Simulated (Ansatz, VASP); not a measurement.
## One calculation of BeTe, two programs

The input INCAR:

```
SYSTEM = BeTe
ALGO     = Normal         ! electronic algorithm
EDIFF    = 1E-7           ! SCF threshold, eV
ENCUT    = 520            ! plane-wave cutoff, eV
GGA_COMPAT= .False.      
ISIF     = 2              ! what is computed and relaxed
ISMEAR   = -1             ! smearing method
LASPH    = .True.         ! aspherical terms in the spheres
LCHARG   = .False.        ! write CHGCAR
LORBIT   = 11             ! projections on sites
LREAL    = .False.        ! projectors in reciprocal space
LSORBIT  = .True.         ! spin-orbit coupling
LWAVE    = .False.        ! write WAVECAR
MAGMOM   = 0 0 0 0 0 0    ! initial moments
NBANDS   = 20             ! bands
NELM     = 80             ! most SCF steps
PREC     = Accurate       ! precision mode
SIGMA    = 0.05           ! smearing width, eV
```

File KPOINTS:

```
k-points
0
Gamma
  6 6 6
  0 0 0
```

Contents of POSCAR:

```
BeTe
1.0
    0.0000000000      2.7700000000      2.7700000000
    2.7700000000      0.0000000000      2.7700000000
    2.7700000000      2.7700000000      0.0000000000
Te Be
1 1
Direct
    0.7500000000      0.7500000000      0.7500000000
    0.0000000000      0.0000000000      0.0000000000
```

Contents of KPOINTS_OPT:

```
path GXWKGLUWLK,UX
15
line-mode
reciprocal
 0.0000000000  0.0000000000  0.0000000000  G
 0.5000000000  0.0000000000  0.5000000000  X

 0.5000000000  0.0000000000  0.5000000000  X
 0.5000000000  0.2500000000  0.7500000000  W

 0.5000000000  0.2500000000  0.7500000000  W
 0.3750000000  0.3750000000  0.7500000000  K

 0.3750000000  0.3750000000  0.7500000000  K
 0.0000000000  0.0000000000  0.0000000000  G

 0.0000000000  0.0000000000  0.0000000000  G
 0.5000000000  0.5000000000  0.5000000000  L

 0.5000000000  0.5000000000  0.5000000000  L
 0.6250000000  0.2500000000  0.6250000000  U

 0.6250000000  0.2500000000  0.6250000000  U
 0.5000000000  0.2500000000  0.7500000000  W

 0.5000000000  0.2500000000  0.7500000000  W
 0.5000000000  0.5000000000  0.5000000000  L

 0.5000000000  0.5000000000  0.5000000000  L
 0.3750000000  0.3750000000  0.7500000000  K

 0.6250000000  0.2500000000  0.6250000000  U
 0.5000000000  0.0000000000  0.5000000000  X
```

File input.yaml:

```yaml
crystal:
  lattice:
    - [0.0, 2.77, 2.77]
    - [2.77, 0.0, 2.77]
    - [2.77, 2.77, 0.0]
  atoms:
    - { symbol: Te, position: [0.75, 0.75, 0.75] }
    - { symbol: Be, position: [0.0, 0.0, 0.0] }
hamiltonian:
  xc: lda
  pseudopotentials: { kind: paw_fr }
magnetization:
  noncollinear: true
  spin_orbit: true
kpoints:
  mp_grid: { grid: [6, 6, 6] }
  band_path:
    path:
      - [[0.0, 0.0, 0.0], [0.5, 0.0, 0.5], [0.5, 0.25, 0.75], [0.375, 0.375, 0.75], [0.0, 0.0, 0.0], [0.5, 0.5, 0.5], [0.625, 0.25, 0.625], [0.5, 0.25, 0.75], [0.5, 0.5, 0.5], [0.375, 0.375, 0.75]]
      - [[0.625, 0.25, 0.625], [0.5, 0.0, 0.5]]
    npoints: 14
scf:
  occupations: { method: fermi_dirac, width: 0.05 }
  n_extra_bands: 6
output:
  forces: true
  stress: true
  eigenvalues: true
  fatbands: false
  write_density: true
  write_potential: true
  elf: true
  volumetric_format: npy
```

Alike in both runs: task band structure; functional LDA; k mesh 6 × 6 × 6; occupations fermi-dirac, width 0.05 eV; spin-orbit coupling, no magnetisation.

|  | VASP | Ansatz |
| --- | --- | --- |
| version | VASP 6.6.1 | Ansatz 0.2.0 |
| potentials or method | VASP PAW LDA potentials, release 64 (Te, Be) | Ansatz PAW |
| plane-wave cutoff (eV) | 520 | 420 |
| valence electrons in the cell | 8 | 18 |

Ansatz gave:

```
gap on the k mesh at the Fermi level (eV) : 1.46
least direct gap on the mesh (eV)         : 3.23
gap along the band path (eV)              : 1.46
pressure (GPa)                            : 0.6
```

Task: Estimate VASP's values.

Result: gap on the k mesh at the Fermi level (eV): 1.45; least direct gap on the mesh (eV): 3.20; gap along the band path (eV): 1.45; pressure (GPa): 0.9.

The two sets of potentials don't hold the same shells in valence.

Caveats: the PAW data sets come from PBE, with cores solved anew for the run's functional, which leaves a small shift of forces and pressure (Ansatz).
